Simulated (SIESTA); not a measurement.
Runs of SIESTA 5.4.2 on GaSb. Symmetry: F-43m, No. 216, cubic system. Conventional cell: a = 6.118 Å, b = 6.118 Å, c = 6.118 Å, α = 90.00°, β = 90.00°, γ = 90.00°. Around Sb (site symmetry -43m) lie 4 Ga at 2.65 Å. Ga (site symmetry -43m) is surrounded by 4 Sb at 2.65 Å. 

```csv
level,potentials or basis,gap on the mesh (eV),pressure (GPa)
BLYP,"PseudoDojo 0.4 standard (PBE files), DZP (energy shift 0.003 Ry; two zetas on semicore shells)",none,(a)
PW91,"PseudoDojo 0.4 standard (PBE files), DZP (energy shift 0.003 Ry; two zetas on semicore shells)",none,2.3
PBEsol,"PseudoDojo 0.4 standard (PBEsol files), DZP (energy shift 0.003 Ry; two zetas on semicore shells)",0.08,0.1
RPBE,"PseudoDojo 0.4 standard (PBE files), DZP (energy shift 0.003 Ry; two zetas on semicore shells)",0.30,4.1
WC,"PseudoDojo 0.4 standard (PBEsol files), DZP (energy shift 0.003 Ry; two zetas on semicore shells)",none,0.2
AM05,"PseudoDojo 0.4 standard (PBEsol files), DZP (energy shift 0.003 Ry; two zetas on semicore shells)",0.11,0.2
revPBE,"PseudoDojo 0.4 standard (PBE files), DZP (energy shift 0.003 Ry; two zetas on semicore shells)",0.26,(b)
LDA,"PseudoDojo 0.4 standard (LDA files), DZP (energy shift 0.003 Ry; two zetas on semicore shells)",none,-1.6
```

Alike in all rows: task single point; no spin polarisation; cell as given; k mesh 8 × 8 × 8; smearing fermi-dirac 0.05 eV; grid cutoff 800 Ry; energy shift 0.003 Ry.

Fill in the values left out.

(a) 5.4; (b) 3.7.

Caveats: the basis of atomic orbitals isn't converged, which shifts pressures, moduli and gaps; the potentials were made for another functional, which shifts forces and pressure (some runs); spin-orbit coupling is left out, which moves the levels of the heavy elements (some runs).

A k mesh can miss the band edges, and the runs leave out spin-orbit coupling on Ga, Sb.

A gap of «none» marks a metal or a gap under the smearing width.

Runs at the PBE level aren't shown here.
